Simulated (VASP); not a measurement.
## From an Ansatz input to VASP: SrO (strained rocksalt)

Ansatz input

```yaml
crystal:
  lattice:
    - [-0.0288464045, 2.5768448447, 2.5768448447]
    - [2.5768448447, -0.0288464045, 2.5768448447]
    - [2.5768448447, 2.5768448447, -0.0288464045]
  atoms:
    - { symbol: Sr, position: [0.0, 0.0, 0.0] }
    - { symbol: O, position: [0.5, 0.5, 0.5] }
kpoints:
  mp_grid: { grid: [8, 8, 8] }
  band_path:
    path:
      - [0.0, 0.0, 0.0]
      - [0.5, 0.0, 0.5]
      - [0.625, 0.25, 0.625]
      - [0.375, 0.375, 0.75]
      - [0.5, 0.5, 0.5]
      - [0.5, 0.25, 0.75]
      - [0.0, 0.5, 0.5]
    npoints: 1
hamiltonian:
  xc: pbe
scf:
  occupations: { method: fermi_dirac, width: 0.02 }
  n_extra_bands: 4
output:
  forces: true
  stress: true
  eigenvalues: true
```

Problem. Write VASP inputs for this cell and level of theory.

Solution. 

INCAR

```
PREC = Accurate
LCHARG = .TRUE.
ISIF = 2
ISMEAR = -1
LREAL = .FALSE.
NSW = 0
SIGMA = 0.02
GGA = PE
IBRION = -1
LASPH = .TRUE.
NBANDS = 15
NELM = 120
EDIFF = 1E-7
ENCUT = 520
LELF = .TRUE.
LWAVE = .FALSE.
```

KPOINTS

```
KPOINTS created by Atomic Simulation Environment
0
Gamma
8 8 8
0 0 0
```

KPOINTS_OPT

```
special points
7
Reciprocal
0.0000000000 0.0000000000 0.0000000000 1
0.5000000000 0.0000000000 0.5000000000 1
0.6250000000 0.2500000000 0.6250000000 1
0.3750000000 0.3750000000 0.7500000000 1
0.5000000000 0.5000000000 0.5000000000 1
0.5000000000 0.2500000000 0.7500000000 1
0.0000000000 0.5000000000 0.5000000000 1
```

POSCAR

```
Sr O
 1.0000000000000000
    -0.0288464045000000    2.5768448447000001    2.5768448447000001
     2.5768448447000001   -0.0288464045000000    2.5768448447000001
     2.5768448447000001    2.5768448447000001   -0.0288464045000000
 Sr  O
   1   1
Cartesian
  0.0000000000000000  0.0000000000000000  0.0000000000000000
  2.5624216424499995  2.5624216424499995  2.5624216424499990
```

VASP ran with the recommended PBE PAW datasets (16 valence electrons in the cell). Other inputs would serve too.

|  | Ansatz | VASP |
| --- | --- | --- |
| gap between bands v and c | 3.30 eV | 3.25 eV |
| least direct gap | 3.40 eV | 3.36 eV |
| pressure | 0.6 GPa | 1.1 GPa |

Each program uses its own PAW datasets. VASP's cell holds 16 valence electrons and Ansatz's 16. Ansatz's stress includes a Pulay correction; VASP's doesn't.
